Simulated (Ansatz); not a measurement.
# Zr (P6_3/mmc) in Ansatz: notebook

The runs below take Zr through relaxation of cell and atoms, with PBEsol.

Program: Ansatz 0.2.0. These are calculated values, not measurements. Logs are shortened: lines on timing, memory, paths and dates and some standing lists are left out, and cuts for length are marked.

### 1 Starting point

Symmetry: P6_3/mmc, No. 194, hexagonal system. Conventional cell: a = 3.232 Å, b = 3.232 Å, c = 5.147 Å, α = 90.00°, β = 90.00°, γ = 120.00°. Around Zr (site symmetry -6m2) lie 12 Zr at 3.18 to 3.23 Å.

### 2 Relaxation of cell and atoms, PBEsol

input.yaml

```yaml
crystal:
  lattice:
    - [3.232, 0.0, 0.0]
    - [-1.616, 2.798994105, 0.0]
    - [0.0, 0.0, 5.147]
  atoms:
    - { symbol: Zr, position: [0.6666666667, 0.3333333333, 0.75] }
    - { symbol: Zr, position: [0.3333333333, 0.6666666667, 0.25] }
hamiltonian:
  xc: pbesol
  pseudopotentials: { kind: paw }
kpoints:
  mp_grid: { grid: [9, 9, 5] }
scf:
  occupations: { method: fermi_dirac, width: 0.05 }
output:
  forces: true
  stress: true
  eigenvalues: true
relax:
  f_tol: 0.01
  max_steps: 40
  cell: { stress_tol: 0.05 }
```

Potentials or basis: Ansatz PAW.

The run is started by

```
ansatz run input.yaml --threads 2 --pin off --max-ram 5632MiB --backend cpu --events-out ev --progress --plain --runs-dir out
```

Standard output:

```text
Warning: RAYON_NUM_THREADS=2 ignored (pool sized by the plan → 2); use --threads N
Engine: ansatz 0.2.0, x86_64-unknown-linux-gnu
Pseudopotentials: kind: paw
Pseudopotential: Zr, paw, valence charge 12, recommended cutoff 420 eV (normal), Zr.paw.azcp
Functional definition: PBEsol
  exchange = pbesol_x
  correlation = pbesol_c
Crystal: 2 atoms, lattice volume = 46.562 Å³
Basis set: ecut = 420 eV, 929 PW (Γ), exchange–correlation on 48×48×72 points (8 copies of the dense FFT grid, shifted against one another)
Bands: 16, of which v1, the nominal top of the filled ones, is band 12 counted from 1 (11 counted from 0)
Symmetry: 24 space group operations
Space group: P63/mmc (ITA 194), of the structure as read, at distance tolerance 3.6e-5 Å
k-points: 36 of 405
Non-local potential: Zr, projectors of the file, l = 0: 3, l = 1: 2, l = 2: 2, l = 3: 2
PAW form: soft (Blöchl's): semilocal exchange-correlation on the pseudo side does not see the compensation charge
PAW frozen core: Zr, regenerated for the run's functional, and the local potential with it (the file was generated under x = pbe(κ = 0.804, μ = 0.2195149727645171), c = pbe(β = 0.06672455060314922))
PAW one-centre angular grid: Zr, 590 points (default); XC on 64 Gauss nodes
Initial density: superposition of atomic densities (neutral atoms: chi_scale 0, normalization atom), corrected by the library's trained network
Initial wavefunctions: pseudopotential atomic-orbital guess
Functional: x = pbesol(κ = 0.804, μ = 0.12345679012345678), c = pbesol(β = 0.046)
SCF iter   1: F=—  HF=-8257.268026 eV  |F-HF|=—  |Δ(HF+E_count)|=         —  Δρ=3.48e-3  dr2=2.51e-3  ethr=1.77e-3  ⟨swp⟩=4.9  Hψ=2460  notcnv=0
preconditioner: auto → Kerker (q_TF=auto, 2.443 Å⁻¹)  [metal: Δε(μ)=0.042 eV  Ē_g=3.155 eV  σ=0.050 eV  W_gap=0.21  n_scr=10 (ndim 8)  ℏωp=15.4 eV  f_vac=0.000  D(μ)=2.03/eV (n_scr^D=22)]
SCF iter   2: F=—  HF=-8257.266725 eV  |F-HF|=—  |Δ(HF+E_count)|=   1.30e-3  Δρ=2.00e-3  dr2=7.83e-4  ethr=1.04e-5  ⟨swp⟩=2.8  Hψ=1254  notcnv=0
SCF iter   3: F=—  HF=-8257.266777 eV  |F-HF|=—  |Δ(HF+E_count)|=   5.21e-5  Δρ=2.11e-4  dr2=1.59e-5  ethr=3.26e-6  ⟨swp⟩=2.5  Hψ=814  notcnv=0
SCF iter   4: F=—  HF=-8257.266770 eV  |F-HF|=—  |Δ(HF+E_count)|=   6.55e-6  Δρ=7.44e-5  dr2=1.61e-6  ethr=6.60e-8  ⟨swp⟩=2.8  Hψ=948  notcnv=0
iter 5 did not close the SCF: its close was put off for the readings that it lacked (scf_convergence_deferred on its scf_iter line)
SCF iter   5: F=-8257.266770 eV  HF=-8257.266770 eV  |F-HF|=6.84e-9  |Δ(HF+E_count)|=   2.75e-7  Δρ=8.55e-6  dr2=2.78e-8  ethr=6.72e-9  ⟨swp⟩=2.3  Hψ=938  notcnv=0
SCF iter   6: F=-8257.266770 eV  HF=-8257.266770 eV  |F-HF|=9.55e-10  |Δ(HF+E_count)|=   2.99e-9  Δρ=2.32e-6  dr2=1.74e-9  ethr=1.16e-10  ⟨swp⟩=1.5  Hψ=1773  notcnv=0
SCF 1 converged in 6 iterations: F = -8257.266770 eV  dr2 = 1.74e-9
relax step   1: F+E_penalty+E_count = -8257.26676994 eV  Δ(F+E_penalty+E_count) = +0.000e0 eV  max|allowed force component| = 1.503e-17 eV/Å  Δτ_max = 0.0000 Å  P = -3.283 GPa  Ω = 46.562 Å³  (6 SCF iters, dr2 threshold 1.00e-7 eV, accepted)
Crystal: 2 atoms, lattice volume = 43.169 Å³
Basis set: ecut = 420 eV, 845 PW (Γ), exchange–correlation on 48×48×72 points (8 copies of the dense FFT grid, shifted against one another)
Initial density: handed on by an earlier stage of this run
Initial wavefunctions: those handed on with the density
iter 1 solved again at ethr=2.58e-6 eV; its pass at ethr=3.10e-3 eV (dr2=6.19e-4 eV) is discarded
SCF iter   1: F=—  HF=-8257.262003 eV  |F-HF|=—  |Δ(HF+E_count)|=         —  Δρ=1.48e-3  dr2=5.11e-4  ethr=2.58e-6  ⟨swp⟩=2.0  Hψ=4246  notcnv=0
preconditioner: auto → none  [metal: Δε(μ)=0.058 eV  Ē_g=3.356 eV  σ=0.050 eV  W_gap=0.27  n_scr=8 (ndim 8)  ℏωp=16.0 eV  f_vac=0.000  D(μ)=2.12/eV (n_scr^D=22)]
SCF iter   2: F=—  HF=-8257.262037 eV  |F-HF|=—  |Δ(HF+E_count)|=   3.43e-5  Δρ=5.95e-4  dr2=6.26e-5  ethr=2.13e-6  ⟨swp⟩=2.9  Hψ=1010  notcnv=0
SCF iter   3: F=—  HF=-8257.262087 eV  |F-HF|=—  |Δ(HF+E_count)|=   5.03e-5  Δρ=1.15e-4  dr2=2.06e-6  ethr=2.61e-7  ⟨swp⟩=2.0  Hψ=1005  notcnv=0
iter 4 did not close the SCF: its close was put off for the readings that it lacked (scf_convergence_deferred on its scf_iter line)
SCF iter   4: F=-8257.262091 eV  HF=-8257.262091 eV  |F-HF|=3.45e-9  |Δ(HF+E_count)|=   3.16e-6  Δρ=8.26e-6  dr2=8.79e-9  ethr=8.58e-9  ⟨swp⟩=2.4  Hψ=821  notcnv=0
iter 5 did not close the SCF: its close was put off for the readings that it lacked (scf_convergence_deferred on its scf_iter line)
SCF iter   5: F=-8257.262091 eV  HF=-8257.262091 eV  |F-HF|=1.46e-11  |Δ(HF+E_count)|=   3.91e-9  Δρ=8.88e-7  dr2=6.47e-11  ethr=3.66e-11  ⟨swp⟩=2.6  Hψ=1017  notcnv=0
SCF iter   6: F=-8257.262091 eV  HF=-8257.262091 eV  |F-HF|=1.82e-12  |Δ(HF+E_count)|=  1.64e-11  Δρ=1.11e-7  dr2=1.04e-12  ethr=1.00e-12  ⟨swp⟩=1.0  Hψ=1296  notcnv=0
SCF 2 converged in 6 iterations: F = -8257.262091 eV  dr2 = 1.04e-12
relax step   2: F+E_penalty+E_count = -8257.26209061 eV  Δ(F+E_penalty+E_count) = +4.679e-3 eV  max|allowed force component| = 6.476e-17 eV/Å  Δτ_max = 0.0000 Å  P = +4.267 GPa  Ω = 43.169 Å³  energy of the carried Pulay correction = +3.205e-4 eV  (6 SCF iters, dr2 threshold 2.00e-7 eV, rejected (line search))
Crystal: 2 atoms, lattice volume = 45.034 Å³
[... 18 lines left out ...]
SCF 4 converged in 3 iterations: F = -8257.284901 eV  dr2 = 1.48e-8
relax step   4: F+E_penalty+E_count = -8257.28490075 eV  Δ(F+E_penalty+E_count) = -1.523e-4 eV  max|allowed force component| = 1.388e-16 eV/Å  Δτ_max = 0.0000 Å  P = +0.028 GPa  Ω = 44.929 Å³  energy of the carried Pulay correction = +1.504e-4 eV  (3 SCF iters, dr2 threshold 2.00e-7 eV, accepted)
Crystal: 2 atoms, lattice volume = 44.933 Å³
iter 1 solved again at ethr=1.41e-9 eV; its pass at ethr=3.10e-3 eV (dr2=3.38e-7 eV) is discarded
SCF iter   1: F=—  HF=-8257.284916 eV  |F-HF|=—  |Δ(HF+E_count)|=         —  Δρ=3.62e-5  dr2=5.09e-7  ethr=1.41e-9  ⟨swp⟩=3.1  Hψ=3799  notcnv=0
preconditioner: auto → Kerker (q_TF=auto, 2.458 Å⁻¹)  [metal: Δε(μ)=0.017 eV  Ē_g=3.241 eV  σ=0.050 eV  W_gap=0.09  n_scr=10 (ndim 8)  ℏωp=15.7 eV  f_vac=0.000  D(μ)=2.10/eV (n_scr^D=22)]
SCF iter   2: F=—  HF=-8257.284911 eV  |F-HF|=—  |Δ(HF+E_count)|=   4.97e-6  Δρ=2.19e-5  dr2=2.05e-7  ethr=1.41e-9  ⟨swp⟩=1.0  Hψ=576  notcnv=0
SCF iter   3: F=-8257.284911 eV  HF=-8257.284911 eV  |F-HF|=2.00e-10  |Δ(HF+E_count)|=   6.04e-8  Δρ=2.23e-6  dr2=1.48e-9  ethr=1.01e-10  ⟨swp⟩=3.0  Hψ=2183  notcnv=0
SCF 5 converged in 3 iterations: F = -8257.284911 eV  dr2 = 1.48e-9
relax step   5: F+E_penalty+E_count = -8257.28491059 eV  Δ(F+E_penalty+E_count) = -9.844e-6 eV  max|allowed force component| = 1.000e-16 eV/Å  Δτ_max = 0.0000 Å  P = +0.014 GPa  Ω = 44.933 Å³  energy of the carried Pulay correction = +1.498e-4 eV  (3 SCF iters, dr2 threshold 2.42e-8 eV, accepted)
Initial wavefunctions: pseudopotential atomic-orbital guess (no wavefunctions were taken with the density)
iter 1 solved again at ethr=6.16e-8 eV; its pass at ethr=3.10e-3 eV (dr2=1.48e-5 eV) is discarded
SCF iter   1: F=—  HF=-8257.284780 eV  |F-HF|=—  |Δ(HF+E_count)|=         —  Δρ=2.74e-5  dr2=3.81e-8  ethr=6.16e-8  ⟨swp⟩=3.6  Hψ=4303  notcnv=0
SCF iter   2: F=—  HF=-8257.284776 eV  |F-HF|=—  |Δ(HF+E_count)|=   4.45e-6  Δρ=1.44e-5  dr2=1.05e-8  ethr=1.59e-10  ⟨swp⟩=1.9  Hψ=716  notcnv=0
SCF iter   3: F=—  HF=-8257.284776 eV  |F-HF|=—  |Δ(HF+E_count)|=   1.43e-8  Δρ=4.64e-7  dr2=6.94e-11  ethr=4.39e-11  ⟨swp⟩=2.4  Hψ=1007  notcnv=0
SCF iter   4: F=-8257.284776 eV  HF=-8257.284776 eV  |F-HF|=3.64e-12  |Δ(HF+E_count)|=  3.64e-12  Δρ=1.12e-7  dr2=6.51e-12  ethr=1.00e-12  ⟨swp⟩=5.0  Hψ=2181  notcnv=0
SCF 6 converged in 4 iterations: F = -8257.284776 eV  dr2 = 6.51e-12
relax step   6: F+E_penalty+E_count = -8257.28477574 eV  Δ(F+E_penalty+E_count) = +1.349e-4 eV  max|allowed force component| = 8.269e-17 eV/Å  Δτ_max = 0.0000 Å  P = +0.012 GPa  Ω = 44.933 Å³  stress off target by 2.80e-2 GPa  SCF on the basis re-selected at this cell (its energy is not comparable with the rows above)  (4 SCF iters)
basis re-selected at this cell: Δ(F+E_penalty+E_count) = +1.349e-4 eV, ΔP = -0.002 GPa vs the last step (what re-selecting the basis moved, of the pressure what is left beyond the Pulay correction that the steps carried, after the strain that the cell walked since its last selection, with what the two solves' SCF thresholds leave and, on support functions, any second-order correction that the steps lacked; it is no measure of the basis error at this ecutwfc). This SCF's stress stands 2.80e-2 GPa from its target on what of the cell is left free (relax.cell.stress_tol is 5.00e-2 GPa) and its largest allowed force component is 8.27e-17 eV/Å (relax.f_tol is 1.00e-2 eV/Å): within both
SCF converged after 4 iterations
Free energy (F): -8257.284776 eV
Harris-Foulkes:  -8257.284776 eV  (|F-HF|=3.64e-12)
Internal energy: -8257.267937 eV  (E = F + TS)
E sigma→0 (E₀):  -8257.276357 eV
Entropy (-TS):   -0.016838 eV (-8.419 meV/atom)
Fermi energy:    14.457004 eV
--- Per-component energies (eV) ---
  E_band       = -180.672252
  E_kinetic    = 666.829372
  E_local      = -1222.872590  (includes V_loc(G=0)·N_el)
  E_nonlocal   = 164.735916
  E_hartree    = 377.594186
  E_xc         = -320.952113
  E_vxc        = -380.739454  (∫ρ·V_xc dr)
  E_paw        = -5800.611425  (= ΣΔE_a)
  E_vpaw       = -163.813925  (= ΣTr[D̂ρ^β])
  E_aug_tail   = 0.000048  (compensation charges beyond the density's cutoff)
  E_ewald      = -2122.322772
  E_core_change = 0.331441  (= ΣΔE_core)
  E_smearing   = -0.016838  (= −TS)
  E_closure    = 0.000000  (closes the sum)
  Σ components = -8257.284776   (vs F -8257.284776, Δ=0.00e0)
--- Forces (eV/Å), atoms counted from 1 ---
  atom   1  Zr    -0.00000000     0.00000000     0.00000000
  atom   2  Zr     0.00000000    -0.00000000    -0.00000000
  max |Σ_I F_I| component: 0.00e0 eV/Å
--- Stress (GPa, compression-positive) ---
        0.004174       0.000000      -0.000000
       -0.000000       0.004174       0.000000
       -0.000000       0.000000       0.027953
  P = ⅓ Tr σ = 0.0121 GPa (0.121 kbar)
--- Band table (eV; the first three rows and the last of 36) ---
  k-point 0: bands = ["-34.1976", "-34.0238", "-12.8095", "-11.8292", "-11.8292", "-11.6938", "-11.6789", "-11.6789", "8.7311", "11.3182", "15.3392", "15.3392", "15.3841", "15.6930", "16.0422", "16.0422"]
  k-point 1: bands = ["-34.1813", "-34.0407", "-12.7098", "-11.8150", "-11.8150", "-11.8081", "-11.6934", "-11.6934", "9.0692", "11.2884", "15.1291", "15.1355", "15.2121", "15.2121", "15.8143", "15.8143"]
  k-point 2: bands = ["-34.1383", "-34.0846", "-12.4426", "-12.0987", "-11.7777", "-11.7777", "-11.7312", "-11.7312", "9.9497", "10.8985", "14.4600", "14.6234", "15.1740", "15.1740", "15.4113", "15.4113"]
  k-point 35: bands = ["-33.9944", "-33.9944", "-12.5409", "-12.5409", "-12.3652", "-12.2572", "-11.8900", "-11.8900", "12.9322", "12.9628", "12.9628", "13.2847", "14.4891", "14.4891", "16.2933", "16.9459"]
--- Relaxed structure (5 steps of the walk, 4 accepted, 1 SCFs on fresh bases) ---
  F+E_penalty+E_count = -8257.28477574 eV   max|allowed force component| = 8.269e-17 eV/Å   (the final SCF, on the basis selected at the relaxed cell)
  cell:  # Å, volume = 44.9328 Å³
    - [3.181837046920725, -2.0762704151782206e-33, 2.3069671279758005e-34]
    - [-1.5909185234603624, 2.755551713335807, 8.444085745347693e-35]
    - [3.673873702895374e-34, 3.6738737028953736e-34, 5.124800399829594]
  atoms:
    - { symbol: Zr, position: [0.6666666666666666, 0.33333333333333326, 0.7500000000000001] }
    - { symbol: Zr, position: [0.33333333333333326, 0.6666666666666665, 0.25] }
```

It took 1.8 s on 2 threads of AMD EPYC 9R45 (Zen 5), shared host; peak memory 0.4 GiB.

What came out:

- Free energy: -8257.2848 eV
- Relaxed volume: 22.47 Å³/atom
- Relaxed cell: a = 3.182 Å, b = 3.182 Å, c = 5.125 Å, α = 90.00°, β = 90.00°, γ = 120.00°
- Space group after relaxing (to 0.05 Å): P6_3/mmc (No. 194)
- Energy gained by relaxing: 9.0 meV/atom
- Ionic steps: 5
- Pressure after relaxing: 0.0 GPa
- Band gap on the k mesh: none (metal or under the smearing width)

Step by step:
```
step  energy change (eV)  largest force (eV/Å)  volume (Å³)
   1              0.0000                0.0000        46.56
   2             -0.0180                0.0000        45.03
   3             -0.0181                0.0000        44.93
   4             -0.0181                0.0000        44.93
   5             -0.0180                0.0000        44.93
```

Final structure:
```yaml
crystal:
  lattice:
    - [3.18184, 0.00000, 0.00000]
    - [-1.59092, 2.75555, 0.00000]
    - [0.00000, 0.00000, 5.12480]
  atoms:
    - { symbol: Zr, position: [0.66667, 0.33333, 0.75000] }
    - { symbol: Zr, position: [0.33333, 0.66667, 0.25000] }
```

Caveat: the plane-wave basis is chosen anew once the cell has moved, so the energies of steps on either side of that aren't comparable; the PAW data sets come from PBE, with cores solved anew for the run's functional, which leaves a small shift of forces and pressure.

### 3 Relaxation of cell and atoms, PBEsol, target pressure 2 GPa, at which the enthalpy is minimised

input.yaml, as its differences from that of step 2:

```diff
@@ -22,2 +22,2 @@
   max_steps: 40
-  cell: { stress_tol: 0.05 }
+  cell: { stress_tol: 0.05, p_target: 2.0 }
```

Potentials or basis: Ansatz PAW.

The run is started by

```
ansatz run input.yaml --threads 2 --pin off --max-ram 5632MiB --backend cpu --events-out ev --progress --plain --runs-dir out
```

Wall time 1.9 s (2 threads of AMD EPYC 9R45 (Zen 5), shared host); peak memory 0.4 GiB.

It converged, with:

```
Free energy                                            : -8257.2794 eV
Relaxed volume                                         : 22.03 Å³/atom
Relaxed cell                                           : a = 3.160 Å, b = 3.160 Å, c = 5.097 Å, α = 90.00°, β = 90.00°, γ = 120.00°
Space group after relaxing (to 0.05 Å)                 : P6_3/mmc (No. 194)
Energy change on relaxing (the enthalpy is what falls) : -6.3 meV/atom
Ionic steps                                            : 5
Pressure after relaxing                                : 2.0 GPa
Band gap on the k mesh                                 : none (metal or under the smearing width)
```

Step by step:
```tsv
step	energy change (eV)	largest force (eV/Å)	volume (Å³)
1	0.0000	0.0000	46.56
2	-0.0144	0.0000	44.21
3	-0.0127	0.0000	44.06
4	-0.0128	0.0000	44.06
5	-0.0126	0.0000	44.06
```

Final structure:
```
Zr
1.0
     3.15954    0.00000    0.00000
    -1.57977    2.73624    0.00000
     0.00000    0.00000    5.09668
Zr
2
Direct
  0.66667 0.33333 0.75000
  0.33333 0.66667 0.25000
```

Levels at points of the mesh, in eV from the Fermi level:
```csv
k point,band 9,band 10,band 11,band 12,band 13,band 14,band 15,band 16
"(0.00, 0.00, 0.00)",-5.75,-3.19,0.89,0.89,0.92,1.31,1.61,1.61
```

Caveat: the plane-wave basis is chosen anew once the cell has moved, so the energies of steps on either side of that aren't comparable; the PAW data sets come from PBE, with cores solved anew for the run's functional, which leaves a small shift of forces and pressure.

### 4 Relaxation of cell and atoms, PBEsol, target pressure 5 GPa, at which the enthalpy is minimised

input.yaml, as its differences from that of step 3:

```diff
@@ -22,2 +22,2 @@
   max_steps: 40
-  cell: { stress_tol: 0.05, p_target: 2.0 }
+  cell: { stress_tol: 0.05, p_target: 5.0 }
```

The run is started by

```
ansatz run input.yaml --threads 2 --pin off --max-ram 5632MiB --backend cpu --events-out ev --progress --plain --runs-dir out
```

Run time: 2.2 s. Hardware: 2 threads of AMD EPYC 9R45 (Zen 5), shared host; peak memory 0.4 GiB.

It converged, with:

```
Free energy                                            : -8257.2534 eV
Relaxed volume                                         : 21.43 Å³/atom
Relaxed cell                                           : a = 3.127 Å, b = 3.127 Å, c = 5.062 Å, α = 90.00°, β = 90.00°, γ = 120.00°
Space group after relaxing (to 0.05 Å)                 : P6_3/mmc (No. 194)
Energy change on relaxing (the enthalpy is what falls) : +6.7 meV/atom
Ionic steps                                            : 7
Pressure after relaxing                                : 5.0 GPa
Band gap on the k mesh                                 : none (metal or under the smearing width)
```

Step by step:
```
step  energy change (eV)  largest force (eV/Å)  volume (Å³)
   1              0.0000                0.0000        46.56
   2              0.1485                0.0000        40.38
   3              0.0074                0.0000        43.07
   4              0.0125                0.0000        42.89
   5              0.0133                0.0000        42.86
   6              0.0131                0.0000        42.87
   7              0.0134                0.0000        42.87
```

Final structure:
```
Zr
1.0
     3.12695    0.00000    0.00000
    -1.56348    2.70802    0.00000
     0.00000    0.00000    5.06243
Zr
2
Direct
  0.66667 0.33333 0.75000
  0.33333 0.66667 0.25000
```

Levels at points of the mesh, in eV from the Fermi level:
```
           k point  band 10  band 11  band 12  band 13  band 14  band 15
(0.00, 0.00, 0.00)    -3.26     0.89     0.90     0.90     1.40     1.63
```

Caveat: the plane-wave basis is chosen anew once the cell has moved, so the energies of steps on either side of that aren't comparable; the PAW data sets come from PBE, with cores solved anew for the run's functional, which leaves a small shift of forces and pressure.

(Part 1 of 2 ends here.)
